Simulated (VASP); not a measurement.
Wanted: the native input for a VASP 6.6.1 run.

```
Task                   : relaxation of cell and atoms
Functional             : PBEsol
Potentials or basis    : VASP PAW PBE potentials, release 64 (Ge)
Cutoff                 : 520 eV
k mesh                 : 12 × 12 × 12
Occupations            : gaussian, width 0.02 eV
Spin                   : no spin polarisation
Target pressure        : 9.8 GPa
Further INCAR settings : ALGO = Normal; EDIFF = 1e-07; IBRION = 2; EDIFFG = -0.002; NSW = 80; ISIF = 3
Target pressure        : 9.8 GPa
```

The structure of Ge lies in POSCAR:

```
Ge                                      
1.0
   -2.4932483408      2.4932483408      1.3514559532
    2.4932483408     -2.4932483408      1.3514559532
    2.4932483408      2.4932483408     -1.3514559532
  Ge            
     2
Direct
     0.2500000000000000    0.7500000000000000    0.5000000000000000
     0.5000000000000000    0.5000000000000000    0.0000000000000000
```

This isn't the form of Ge at room conditions, which is diamond.

One way to write it, as run:

INCAR

```
ALGO     = Normal         # electronic algorithm
EDIFF    = 1E-7           # SCF threshold, eV
EDIFFG   = -0.002         # ionic threshold
ENCUT    = 520            # plane-wave cutoff, eV
GGA      = PS             # functional
IBRION   = 2              # ionic algorithm
ISIF     = 3              # what is computed and relaxed
ISMEAR   = 0              # smearing method
LASPH    = True           # aspherical terms in the spheres
LCHARG   = False          # write CHGCAR
LREAL    = False          # projectors in reciprocal space
LWAVE    = False          # write WAVECAR
NELM     = 100            # most SCF steps
NSW      = 80             # ionic steps
PREC     = Accurate       # precision mode
PSTRESS  = 98.0         
SIGMA    = 0.02           # smearing width, eV
```

KPOINTS

```
k-points
0
Gamma
  12 12 12
```

Potentials or basis: VASP PAW PBE potentials, release 64 (Ge).

The run is started by

```bash
$ cat potpaw_PBE.64/Ge/POTCAR > POTCAR
$ mpirun -np 1 vasp_std > vasp.out
```

It gave:

```
Pressure after relaxing : 9.8 GPa
Band gap on the k mesh  : none (metal or under the smearing width)
```

Caveat: the relaxation stopped at its first step, so nothing moved; the cell is relaxed towards a set pressure, so the enthalpy falls and the energy may rise; the PAW data sets were made with another functional, which shifts forces and pressure a little.

It took 20 s on 1 thread of Intel(R) Xeon(R) Platinum 8488C (Sapphire Rapids), on a shared host, peak memory 0.18 GiB.
